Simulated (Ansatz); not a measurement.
## TiSi under changes of volume

One of the cells (14.630 Å³/atom); the others are scaled copies at fixed shape and fractional positions:

```xyz
2
Lattice="1.8162 -2.1176 0.0000 1.8162 2.1176 0.0000 0.0000 0.0000 3.8039" Properties=species:S:1:pos:R:3 pbc="T T T"
Ti    1.8162    0.0000    0.0000
Si    0.0000    0.0000    1.9020
```

The cell comes from a database or a generator and needn't be the stable form of this composition.

| Property | Result |
| --- | --- |
| Program | Ansatz 0.2.0 |
| Functional | LDA |
| Potentials or basis | all-electron LAPW, scalar-relativistic |
| Cutoff | 239 eV (chosen from the basis error) |
| Basis error allowed | 0.001 eV/atom |
| k mesh | 10 × 10 × 7 |
| Occupations | fermi-dirac, width 0.05 eV |
| Spin | no spin polarisation |

```tsv
volume (Å³/atom)	energy over the lowest point (meV/atom)	pressure (GPa)
13.752	0.00	0.7
14.045	1.53	-2.4
14.337	8.56	-5.3
14.630	20.58	-7.8
14.922	?	?
15.215	57.66	-12.3
15.508	81.83	-14.1
```

Task: What does the run at 14.922 Å³/atom give?

Result: Energy over the lowest point 37.10 meV/atom; pressure -10.2 GPa.

Worked out: A Birch-Murnaghan fit of order 3 (a polynomial in V^(-2/3)) to the other rows has its minimum at 13.82 Å³/atom with B0 = V·E''(V) = 155 GPa and B' = 4.1 at fixed shape and positions, which overstates the stiffness. It gives 37.08 meV/atom at 14.922 Å³/atom, against the run's 37.10, and -dE/dV = -10.2 GPa, against -10.2.

Energies are extrapolated to zero smearing.
